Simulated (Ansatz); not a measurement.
## Te2Mo monolayer (2H): modes against uniaxial strain along the armchair direction, normal to a, with the width clamped

Wanted: the shifts of the zone-centre modes of Te2Mo monolayer (2H) with strain.

Main program and level: Ansatz 0.2.0; DFT PBEsol, scalar-relativistic, plane waves, PAW; PAW set soft_1.

## (1) Starting point

The cell holds 3 atoms: 1 Mo and 2 Te. Its edges and angles: a = 3.530 Å, b = 3.530 Å, c = 31.000 Å, α = 90.0°, β = 90.0°, γ = 120.0°. Vacuum lies along c. The height across the vacuum is the one that the program set for its solve, not the one typed.

Coordinates:

```cif
data_structure
_symmetry_space_group_name_H-M 'P 1'
_symmetry_Int_Tables_number 1
_cell_length_a 3.5300
_cell_length_b 3.5300
_cell_length_c 31.0000
_cell_angle_alpha 90.000
_cell_angle_beta 90.000
_cell_angle_gamma 120.000
_cell_volume 334.54
loop_
_atom_site_label
_atom_site_type_symbol
_atom_site_fract_x
_atom_site_fract_y
_atom_site_fract_z
_atom_site_occupancy
Mo1 Mo 0.33333 0.66667 0.32258 1
Te2 Te 0.66667 0.33333 0.38065 1
Te3 Te 0.66667 0.33333 0.26452 1
```

## (2) Relaxation

The cell and atoms are relaxed, since residual forces and stress would shift the frequencies. The program lengthens the typed cell of 20.0 Å along the normal to 31.0 Å, as its cut-off of the electrostatics needs, and moves no atom.

Input file input.yaml:

```yaml
crystal:
  lattice:
    - [3.53, 0.0, 0.0]
    - [-1.765, 3.05707, 0.0]
    - [0.0, 0.0, 20.0]
  atoms:
    - { symbol: Mo, position: [0.333333, 0.666667, 0.5] }
    - { symbol: Te, position: [0.666667, 0.333333, 0.59] }
    - { symbol: Te, position: [0.666667, 0.333333, 0.41] }
  periodic: [true, true, false]
kpoints:
  mp_grid: { grid: [9, 9, 1] }
hamiltonian:
  xc: pbesol
  pseudopotentials: { kind: paw, azcp: { folder: soft_1 }, xc_functional: pbe }
scf:
  occupations: { method: gaussian, width: 0.02 }
output:
  forces: true
  stress: true
  eigenvalues: true
  write_density: true
  write_potential: true
  elf: true
  volumetric_format: npy
relax:
  adjacent_minimum: "off"
  f_tol: 0.005
  max_steps: 80
  cell: { stress_2d_tol: 0.02 }
```

Launch:

```
$ ansatz run input.yaml --threads 4 --pin off --max-ram 16384MiB --backend cpu --events-out ev --progress --plain --runs-dir out
```

Numbers of over 12 decimals in the logs are rounded to 6 here.

Output:

```text
Warning: crystal.periodic: the lattice vector that does not repeat stood 0.000° off the slab's normal, 20.000 Å along it as the deck builds it. The run solves the slab on a vector along the normal, 31.000 Å long, with every atom where it was (on the deck's vector they left 16.40 Å outside them, and the widest stretch free of ions among them is 1.80 Å). A fractional position that the run reports is one of the run's ce [...]
Warning: the atoms were moved onto the symmetric positions of the space group found under crystal.symmetry.tolerance 1.0e-5 (fractional; no operation is sought that the atoms, as they stand in a round, miss by more than twice it, and no atom is moved by as much as it), and the run uses the moved positions. Before a round's move an operation carried an atom to 4.71e-6 Å from where it should land, the largest such dist [...]
crystal.periodic: the lattice vector that does not repeat stood 0.000° off the slab's normal, 20.000 Å along it as the deck builds it. The run solves the slab on a vector along the normal, 31.000 Å long, with every atom where it was (on the deck's vector they left 16.40 Å outside them, and the widest stretch free of ions among them is 1.80 Å). A fractional position that the run reports is one of the run's cell, which [...]
Engine: ansatz 0.2.0, aarch64-unknown-linux-gnu
Pseudopotentials: kind: paw
Pseudopotential: Mo, paw, valence charge 14, recommended cutoff 420 eV (normal), soft_1/Mo.paw.azcp
Pseudopotential: Te, paw, valence charge 16, recommended cutoff 420 eV (normal), soft_1/Te.paw.azcp
Functional definition: PBEsol
  exchange = pbesol_x
  correlation = pbesol_c
Crystal: 3 atoms, lattice volume = 334.535 Å³
Basis set: ecut = 420 eV, 6481 PW (Γ), exchange–correlation on 48×48×432 points (8 copies of the dense FFT grid, shifted against one another)
Bands: 28, of which v1, the nominal top of the filled ones, is band 23 counted from 1 (22 counted from 0)
Symmetry: 12 space group operations
Space group: P-6m2 (ITA 187), of the structure as read, at distance tolerance 6.9e-5 Å
k-points: 12 of 81 (time reversal used)
Non-local potential: Mo, projectors of the file, l = 0: 3, l = 1: 2, l = 2: 2, l = 3: 1
Non-local potential: Te, projectors of the file, l = 0: 2, l = 1: 2, l = 2: 2, l = 3: 1
PAW form: soft (Blöchl's): semilocal exchange-correlation on the pseudo side does not see the compensation charge
PAW frozen core: Mo, regenerated for the run's functional, and the local potential with it (the file was generated under x = pbe(κ = 0.804, μ = 0.219515), c = pbe(β = 0.066725))
PAW frozen core: Te, regenerated for the run's functional, and the local potential with it (the file was generated under x = pbe(κ = 0.804, μ = 0.219515), c = pbe(β = 0.066725))
PAW one-centre angular grid: Mo, 590 points (default); XC on 64 Gauss nodes
PAW one-centre angular grid: Te, 590 points (default); XC on 64 Gauss nodes
Initial density: superposition of atomic densities (neutral atoms: chi_scale 0, normalization atom)
Initial wavefunctions: pseudopotential atomic-orbital guess
Functional: x = pbesol(κ = 0.804, μ = 0.123457), c = pbesol(β = 0.046)
SCF iter   1: F=—  HF=-18702.233157 eV  |F-HF|=—  |Δ(HF+E_count)|=         —  Δρ=2.44e-2  dr2=2.73e0  ethr=3.10e-3  ⟨swp⟩=19.5  Hψ=2781  notcnv=0
preconditioner: auto → Resta (q_TF=auto, 1.960 Å⁻¹)  ε∞=2.3  [insulator: Δε(μ)=1.153 eV  Ē_g=7.685 eV  σ=0.020 eV  W_gap=1.00  n_scr=18 (ndim 8)  ℏωp=8.6 eV  f_vac=0.744  D(μ)=0.00/eV (n_scr^D=0)  ε∞_Penn≈2.3  vacuum switching on, ρ_ref=4.3e-3 e/Å³]
SCF iter   2: F=—  HF=-18701.813156 eV  |F-HF|=—  |Δ(HF+E_count)|=   4.20e-1  Δρ=1.52e-2  dr2=2.78e0  ethr=3.10e-3  ⟨swp⟩=4.0  Hψ=916  notcnv=0  defer=12
SCF iter   3: F=—  HF=-18701.562690 eV  |F-HF|=—  |Δ(HF+E_count)|=   2.50e-1  Δρ=1.00e-2  dr2=6.04e-1  ethr=3.10e-3  ⟨swp⟩=3.9  Hψ=610  notcnv=0  defer=12
SCF iter   4: F=—  HF=-18701.486495 eV  |F-HF|=—  |Δ(HF+E_count)|=   7.62e-2  Δρ=4.13e-3  dr2=7.40e-2  ethr=1.31e-3  ⟨swp⟩=2.8  Hψ=581  notcnv=0  defer=12
SCF iter   5: F=—  HF=-18701.474554 eV  |F-HF|=—  |Δ(HF+E_count)|=   1.19e-2  Δρ=6.92e-4  dr2=1.64e-3  ethr=1.61e-4  ⟨swp⟩=3.2  Hψ=576  notcnv=0  defer=12
SCF iter   6: F=—  HF=-18701.474544 eV  |F-HF|=—  |Δ(HF+E_count)|=   1.04e-5  Δρ=1.71e-4  dr2=1.19e-4  ethr=3.56e-6  ⟨swp⟩=3.3  Hψ=710  notcnv=0  defer=12
SCF iter   7: F=—  HF=-18701.474550 eV  |F-HF|=—  |Δ(HF+E_count)|=   6.41e-6  Δρ=3.25e-5  dr2=2.47e-6  ethr=2.58e-7  ⟨swp⟩=3.4  Hψ=621  notcnv=0  defer=12
SCF iter   8: F=—  HF=-18701.474642 eV  |F-HF|=—  |Δ(HF+E_count)|=   9.22e-5  Δρ=4.89e-6  dr2=1.77e-7  ethr=5.38e-9  ⟨swp⟩=3.3  Hψ=719  notcnv=0  defer=12
iter 9 did not close the SCF: its close was put off until two iterations running show no level that it waits for move by more than its bar (scf_convergence_deferred on its scf_iter line)
SCF iter   9: F=-18701.474642 eV  HF=-18701.474642 eV  |F-HF|=1.00e-8  |Δ(HF+E_count)|=   2.04e-7  Δρ=1.37e-6  dr2=8.42e-9  ethr=2.17e-10  ⟨swp⟩=28.0  Hψ=3620  notcnv=0
iter 10 did not close the SCF: its close was put off until two iterations running show no level that it waits for move by more than its bar (scf_convergence_deferred on its scf_iter line)
SCF iter  10: F=-18701.474642 eV  HF=-18701.474642 eV  |F-HF|=3.13e-10  |Δ(HF+E_count)|=   1.16e-8  Δρ=3.09e-7  dr2=3.49e-10  ethr=1.83e-11  ⟨swp⟩=10.2  Hψ=2397  notcnv=0
SCF iter  11: F=-18701.474642 eV  HF=-18701.474642 eV  |F-HF|=7.28e-11  |Δ(HF+E_count)|=  4.91e-10  Δρ=6.51e-8  dr2=1.36e-11  ethr=1.00e-12  ⟨swp⟩=8.5  Hψ=2216  notcnv=0
SCF 1 converged in 11 iterations: F = -18701.474642 eV  dr2 = 1.36e-11
  greatest PAW one-centre occupation: 0.998 electrons in one spin orbital (limit 2), on the Mo atom at site 0 (counted from 0), in its partial waves of l = 0
relax step   1: F+E_penalty+E_count = -18701.47464249 eV  Δ(F+E_penalty+E_count) = +0.000e0 eV  max|allowed force component| = 1.591e-1 eV/Å  Δτ_max = 0.0000 Å  P = -1.498 N/m  Ω = 334.535 Å³  fix = [c, alpha, beta]  reactions: c -0.000 N/m  (11 SCF iters, dr2 threshold 1.00e-7 eV, accepted)
Crystal: 3 atoms, lattice volume = 325.737 Å³
Basis set: ecut = 420 eV, 6361 PW (Γ), exchange–correlation on 48×48×432 points (8 copies of the dense FFT grid, shifted against one another)
Initial density: handed on by an earlier stage of this run
Initial wavefunctions: those handed on with the density
iter 1 solved again at ethr=4.64e-5 eV; its pass at ethr=3.10e-3 eV (dr2=2.14e-2 eV) is discarded
SCF iter   1: F=—  HF=-18701.478226 eV  |F-HF|=—  |Δ(HF+E_count)|=         —  Δρ=1.36e-3  dr2=2.21e-2  ethr=4.64e-5  ⟨swp⟩=3.2  Hψ=2666  notcnv=0
[...]
greatest PAW one-centre occupation: 0.999 electrons in one spin orbital (limit 2), on the Mo atom at site 0 (counted from 0), in its partial waves of l = 0
relax step   2: F+E_penalty+E_count = -18701.47580966 eV  Δ(F+E_penalty+E_count) = -1.167e-3 eV  max|allowed force component| = 3.783e-1 eV/Å  Δτ_max = 0.0195 Å  P = +1.033 N/m  Ω = 325.737 Å³  energy of the carried Pulay correction = +4.384e-4 eV  fix = [c, alpha, beta]  reactions: c +0.000 N/m  (8 SCF iters, dr2 threshold 3.00e-7 eV, accepted)
Crystal: 3 atoms, lattice volume = 324.991 Å³
Basis set: ecut = 420 eV, 6337 PW (Γ), exchange–correlation on 48×48×432 points (8 copies of the dense FFT grid, shifted against one another)
iter 1 solved again at ethr=2.03e-5 eV; its pass at ethr=3.10e-3 eV (dr2=9.35e-3 eV) is discarded
SCF iter   1: F=—  HF=-18701.485683 eV  |F-HF|=—  |Δ(HF+E_count)|=         —  Δρ=1.27e-3  dr2=8.66e-3  ethr=2.03e-5  ⟨swp⟩=3.8  Hψ=2399  notcnv=0
preconditioner: auto → Resta (q_TF=auto, 1.970 Å⁻¹)  ε∞=2.4  [insulator: Δε(μ)=1.255 eV  Ē_g=7.388 eV  σ=0.020 eV  W_gap=1.00  n_scr=18 (ndim 8)  ℏωp=8.7 eV  f_vac=0.748  D(μ)=0.00/eV (n_scr^D=0)  ε∞_Penn≈2.4  vacuum switching on, ρ_ref=4.0e-3 e/Å³]
SCF iter   2: F=—  HF=-18701.486194 eV  |F-HF|=—  |Δ(HF+E_count)|=   5.11e-4  Δρ=1.24e-3  dr2=1.68e-2  ethr=1.88e-5  ⟨swp⟩=3.4  Hψ=609  notcnv=0
SCF iter   3: F=—  HF=-18701.484426 eV  |F-HF|=—  |Δ(HF+E_count)|=   1.77e-3  Δρ=4.39e-4  dr2=4.85e-4  ethr=1.88e-5  ⟨swp⟩=3.2  Hψ=570  notcnv=0
SCF iter   4: F=—  HF=-18701.484337 eV  |F-HF|=—  |Δ(HF+E_count)|=   8.89e-5  Δρ=9.57e-5  dr2=1.58e-5  ethr=1.05e-6  ⟨swp⟩=3.4  Hψ=583  notcnv=0
SCF iter   5: F=—  HF=-18701.484414 eV  |F-HF|=—  |Δ(HF+E_count)|=   7.72e-5  Δρ=2.04e-5  dr2=1.75e-6  ethr=3.42e-8  ⟨swp⟩=3.8  Hψ=731  notcnv=0
SCF iter   6: F=-18701.484414 eV  HF=-18701.484414 eV  |F-HF|=4.63e-8  |Δ(HF+E_count)|=   1.86e-7  Δρ=5.15e-6  dr2=1.57e-7  ethr=6.52e-10  ⟨swp⟩=20.5  Hψ=3671  notcnv=0
SCF 3 converged in 6 iterations: F = -18701.484414 eV  dr2 = 1.57e-7
relax step   3: F+E_penalty+E_count = -18701.48441427 eV  Δ(F+E_penalty+E_count) = -8.605e-3 eV  max|allowed force component| = 9.458e-2 eV/Å  Δτ_max = 0.0342 Å  P = +0.181 N/m  Ω = 324.991 Å³  energy of the carried Pulay correction = +4.765e-4 eV  fix = [c, alpha, beta]  reactions: c +0.000 N/m  (6 SCF iters, dr2 threshold 3.00e-7 eV, accepted)
[...]
relax step   4: F+E_penalty+E_count = -18701.48571564 eV  Δ(F+E_penalty+E_count) = -1.301e-3 eV  max|allowed force component| = 4.596e-3 eV/Å  Δτ_max = 0.0119 Å  P = -0.084 N/m  Ω = 327.621 Å³  energy of the carried Pulay correction = +3.429e-4 eV  fix = [c, alpha, beta]  reactions: c -0.000 N/m  (6 SCF iters, dr2 threshold 3.00e-7 eV, accepted)
[...]
relax step   5: F+E_penalty+E_count = -18701.48577240 eV  Δ(F+E_penalty+E_count) = -5.677e-5 eV  max|allowed force component| = 4.267e-4 eV/Å  Δτ_max = 0.0006 Å  P = +0.001 N/m  Ω = 327.179 Å³  energy of the carried Pulay correction = +3.652e-4 eV  fix = [c, alpha, beta]  reactions: c +0.000 N/m  (5 SCF iters, dr2 threshold 9.46e-9 eV, accepted)
Initial wavefunctions: pseudopotential atomic-orbital guess (no wavefunctions were taken with the density)
iter 1 solved again at ethr=4.62e-8 eV; its pass at ethr=3.10e-3 eV (dr2=2.12e-5 eV) is discarded
SCF iter   1: F=—  HF=-18701.485326 eV  |F-HF|=—  |Δ(HF+E_count)|=         —  Δρ=1.31e-5  dr2=1.41e-7  ethr=4.62e-8  ⟨swp⟩=7.7  Hψ=4403  notcnv=0
SCF iter   2: F=—  HF=-18701.485408 eV  |F-HF|=—  |Δ(HF+E_count)|=   8.13e-5  Δρ=6.01e-6  dr2=2.50e-8  ethr=3.06e-10  ⟨swp⟩=4.5  Hψ=998  notcnv=0
SCF iter   3: F=—  HF=-18701.485408 eV  |F-HF|=—  |Δ(HF+E_count)|=   2.48e-8  Δρ=2.18e-6  dr2=3.09e-8  ethr=5.44e-11  ⟨swp⟩=3.8  Hψ=717  notcnv=0
SCF iter   4: F=—  HF=-18701.485408 eV  |F-HF|=—  |Δ(HF+E_count)|=  7.06e-10  Δρ=1.26e-6  dr2=1.03e-8  ethr=5.44e-11  ⟨swp⟩=3.0  Hψ=481  notcnv=0
SCF iter   5: F=—  HF=-18701.485408 eV  |F-HF|=—  |Δ(HF+E_count)|=  4.62e-10  Δρ=4.07e-7  dr2=2.82e-10  ethr=2.23e-11  ⟨swp⟩=2.5  Hψ=462  notcnv=0
SCF iter   6: F=—  HF=-18701.485408 eV  |F-HF|=—  |Δ(HF+E_count)|=  1.38e-10  Δρ=1.13e-7  dr2=6.32e-11  ethr=1.00e-12  ⟨swp⟩=3.2  Hψ=567  notcnv=0
SCF iter   7: F=—  HF=-18701.485408 eV  |F-HF|=—  |Δ(HF+E_count)|=    0.00e0  Δρ=2.39e-8  dr2=3.06e-12  ethr=1.00e-12  ⟨swp⟩=1.8  Hψ=397  notcnv=0
SCF iter   8: F=-18701.485408 eV  HF=-18701.485408 eV  |F-HF|=3.27e-11  |Δ(HF+E_count)|=  2.18e-11  Δρ=9.83e-9  dr2=7.89e-13  ethr=1.00e-12  ⟨swp⟩=11.8  Hψ=2251  notcnv=0
SCF 6 converged in 8 iterations: F = -18701.485408 eV  dr2 = 7.89e-13
relax step   6: F+E_penalty+E_count = -18701.48540760 eV  Δ(F+E_penalty+E_count) = +3.648e-4 eV  max|allowed force component| = 5.625e-4 eV/Å  Δτ_max = 0.0000 Å  P = +0.001 N/m  Ω = 327.179 Å³  fix = [c, alpha, beta]  reactions: c +0.000 N/m  stress off target by 1.05e-3 N/m on what of the cell is left free  SCF on the basis re-selected at this cell (its energy is not comparable with the rows above)  (8 SCF iters)
basis re-selected at this cell: Δ(F+E_penalty+E_count) = +3.648e-4 eV, ΔP = -0.000 N/m vs the last step (what re-selecting the basis moved, of the pressure what is left beyond the Pulay correction that the steps carried, after the strain that the cell walked since its last selection, with what the two solves' SCF thresholds leave and, on support functions, any second-order correction that the steps lacked; it is no m [...]
SCF converged after 8 iterations
Free energy (F): -18701.485408 eV
Harris-Foulkes:  -18701.485408 eV  (|F-HF|=3.27e-11)
Internal energy: -18701.485408 eV  (E = F + TS)
E sigma→0 (E₀):  -18701.485408 eV
Fermi energy:    -4.324562 eV
--- Per-component energies (eV) ---
  E_band       = -1362.031544
  E_kinetic    = 769.490695
  E_local      = -111312.916747  (includes V_loc(G=0)·N_el)
  E_nonlocal   = 289.357426
  E_hartree    = 55136.018533
  E_xc         = -418.594375
  E_vxc        = -423.495773  (∫ρ·V_xc dr)
  E_paw        = -12343.532659  (= ΣΔE_a)
  E_vpaw       = -956.504564  (= ΣTr[D̂ρ^β])
  E_aug_tail   = 0.000224  (compensation charges beyond the density's cutoff)
  E_ewald      = 49177.732573
  E_core_change = 0.958922  (= ΣΔE_core)
  E_smearing   = -0.000000  (= −TS)
  E_closure    = 0.000000  (closes the sum)
  Σ components = -18701.485408   (vs F -18701.485408, Δ=0.00e0)
--- Forces (eV/Å), atoms counted from 1 ---
  atom   1  Mo     0.00000000    -0.00000000    -0.00000000
  atom   2  Te     0.00000000     0.00000000     0.00056248
  atom   3  Te     0.00000000     0.00000000    -0.00056248
  max |Σ_I F_I| component: 6.94e-18 eV/Å
--- 2D stress c σ (N/m, compression-positive) ---
        0.001049      -0.000000      -0.000000
        0.000000       0.001049       0.000000
       -0.000000       0.000000       0.000000
  P = ½ c Tr σ = 0.0010 N/m
--- Band table (eV; the first three rows and the last of 12) ---
  k-point 0: bands = [... 19 lower, -6.5572, -5.7527, -5.7527, -5.4931, -1.6512 (-1.6512°), -1.6512 (-1.6512°), -1.3540, -1.3540, ... 1 higher]
  k-point 1: bands = [... 19 lower, -6.4089, -5.9788, -5.6652, -5.5016, -2.2999, -2.2805, -1.7293 (-1.7293°), -1.5158, ... 1 higher]
  k-point 2: bands = [... 19 lower, -6.4669, -6.0100, -5.9736, -5.6872, -3.2897, -2.6768, -2.4588, -1.2843, ... 1 higher]
  k-point 11: bands = [... 19 lower, -7.9772, -7.8621, -6.6998, -4.9262, -3.7230, -3.0723, -2.2462, -0.6512, ... 1 higher]
  ° read free of the cell's end (the report's vacuum.weakly_bound_levels)
--- Relaxed structure (5 steps of the walk, 5 accepted, 1 SCFs on fresh bases) ---
  F+E_penalty+E_count = -18701.48540760 eV   max|allowed force component| = 5.625e-4 eV/Å   (the final SCF, on the basis selected at the relaxed cell)
  cell:  # Å, volume = 327.1795 Å³
    - [3.490976, 0.0, 0]
    - [-1.745488, 3.023274, 0]
    - [0, 0, 31.0]
  atoms:
    - { symbol: Mo, position: [0.333333, 0.666667, 0.322581] }
    - { symbol: Te, position: [0.666667, 0.333333, 0.380754] }
    - { symbol: Te, position: [0.666667, 0.333333, 0.264408] }
```

Wall time 27 s (4 threads of Arm Neoverse V1, shared host); peak memory 0.63 GiB; 99 s of CPU time.

Step by step:

```
step  energy less that of the first step (eV)  largest force component (eV/Å)  volume (Å³)
   1                                   0.0000                          0.1591       334.54
   2                                  -0.0012                          0.3783       325.74
   3                                  -0.0098                          0.0946       324.99
   4                                  -0.0111                          0.0046       327.62
   5                                  -0.0111                          0.0004       327.18
  6*                                  -0.0108                          0.0006       327.18
```

Relaxation steps marked * repeat the geometry before them on a plane-wave basis chosen anew for their cell, so energy and pressure can jump there.

The run keeps the 12 symmetry operations that it works with, so distortions that break them were not tested.

```
cell as run  before  after  change
      a (Å)   3.530  3.491  -1.1 %
      b (Å)   3.530  3.491  -1.1 %
```

The relaxed structure:

```xyz
3
Lattice="3.4910 0.0000 0.0000 -1.7455 3.0233 0.0000 0.0000 0.0000 31.0000" Properties=species:S:1:pos:R:3
Mo    0.0000    2.0155   10.0000
Te    1.7455    1.0078   11.8034
Te    1.7455    1.0078    8.1966
```

This step gave:

| Quantity | Value |
| --- | --- |
| gap on the k-mesh | 1.203 eV |
| area per atom | 3.518 Å² |

Electrostatic potential energy in the ac plane at fractional y = 0.333, with atoms of Te within 0.2 Å of it. With pseudopotentials it is smooth inside the atoms' cores, unlike the true potential.

Ten even steps from '0' (-30 eV) to '9' (0 eV), each cell a mean:
```
99999999999999
99999999999999
99999999999999
99999999999999
99999999999999
99999999999999
99999999999999
99999999999999
99999999999999
99999999999999
99999999999999
99999999999999
99999999999999
99999999888999
78998521455213
77777754344346
76666777666677
78887510476202
99999876555678
99999999999999
99999999999999
99999999999999
99999999999999
99999999999999
```
Columns run along a (3.5 Å; values clipped at the 3rd and 97th percentile), rows up along c (31.0 Å). Atoms in or near the plane, at fractional coordinates: Te at (0.67, 0.38), Te at (0.67, 0.26).

ELF in the ac plane at fractional y = 0.333, with atoms of Te within 0.2 Å of it. It is the smooth field of the valence electrons, not physical close to the nuclei.

Values, 24 rows by 14 columns, each cell a mean:
```
0.00 0.00 0.00 0.00 0.00 0.00 0.00 0.00 0.00 0.00 0.00 0.00 0.00 0.00
0.00 0.00 0.00 0.00 0.00 0.00 0.00 0.00 0.00 0.00 0.00 0.00 0.00 0.00
0.00 0.00 0.00 0.00 0.00 0.00 0.00 0.00 0.00 0.00 0.00 0.00 0.00 0.00
0.00 0.00 0.00 0.00 0.00 0.00 0.00 0.00 0.00 0.00 0.00 0.00 0.00 0.00
0.00 0.00 0.00 0.00 0.00 0.00 0.00 0.00 0.00 0.00 0.00 0.00 0.00 0.00
0.00 0.00 0.00 0.00 0.00 0.00 0.00 0.00 0.00 0.00 0.00 0.00 0.00 0.00
0.00 0.00 0.00 0.00 0.00 0.00 0.00 0.00 0.00 0.00 0.00 0.00 0.00 0.00
0.00 0.00 0.00 0.00 0.00 0.00 0.00 0.00 0.00 0.00 0.00 0.00 0.00 0.00
0.00 0.00 0.00 0.00 0.00 0.00 0.00 0.00 0.00 0.00 0.00 0.00 0.00 0.00
0.00 0.00 0.00 0.00 0.00 0.00 0.00 0.00 0.00 0.00 0.00 0.00 0.00 0.00
0.00 0.00 0.00 0.00 0.00 0.00 0.00 0.00 0.00 0.00 0.00 0.00 0.00 0.00
0.00 0.00 0.00 0.00 0.00 0.00 0.00 0.00 0.00 0.00 0.00 0.00 0.00 0.00
0.01 0.00 0.00 0.00 0.01 0.03 0.06 0.13 0.17 0.19 0.18 0.14 0.09 0.04
0.27 0.09 0.04 0.05 0.19 0.42 0.61 0.73 0.77 0.78 0.77 0.75 0.68 0.54
0.55 0.35 0.20 0.26 0.48 0.57 0.52 0.36 0.24 0.20 0.21 0.31 0.46 0.56
0.39 0.27 0.20 0.23 0.34 0.44 0.46 0.40 0.33 0.29 0.31 0.37 0.44 0.46
0.26 0.21 0.21 0.21 0.24 0.30 0.36 0.37 0.34 0.32 0.33 0.36 0.37 0.34
0.54 0.39 0.25 0.31 0.50 0.54 0.45 0.26 0.13 0.09 0.10 0.20 0.37 0.50
0.43 0.18 0.08 0.11 0.33 0.58 0.70 0.73 0.70 0.69 0.69 0.72 0.72 0.67
0.05 0.02 0.01 0.01 0.03 0.10 0.21 0.34 0.40 0.43 0.42 0.36 0.27 0.16
0.00 0.00 0.00 0.00 0.00 0.00 0.00 0.01 0.01 0.02 0.01 0.01 0.01 0.00
0.00 0.00 0.00 0.00 0.00 0.00 0.00 0.00 0.00 0.00 0.00 0.00 0.00 0.00
0.00 0.00 0.00 0.00 0.00 0.00 0.00 0.00 0.00 0.00 0.00 0.00 0.00 0.00
0.00 0.00 0.00 0.00 0.00 0.00 0.00 0.00 0.00 0.00 0.00 0.00 0.00 0.00
```
Columns run along a (3.5 Å), rows up along c (31.0 Å). Atoms in or near the plane, at fractional coordinates: Te at (0.67, 0.38), Te at (0.67, 0.26).

(Continued in part 2 of 3.)

[Logs are printed without paths, hosts, clocks, repeated set-up lines and the standing remarks that a program may print on its own settings, such as how far it seeks lower states.]

[Hosts, paths, dates, database ids (printed as entryN), source tags and the programs' standing remarks are cut or masked in the printed files.]
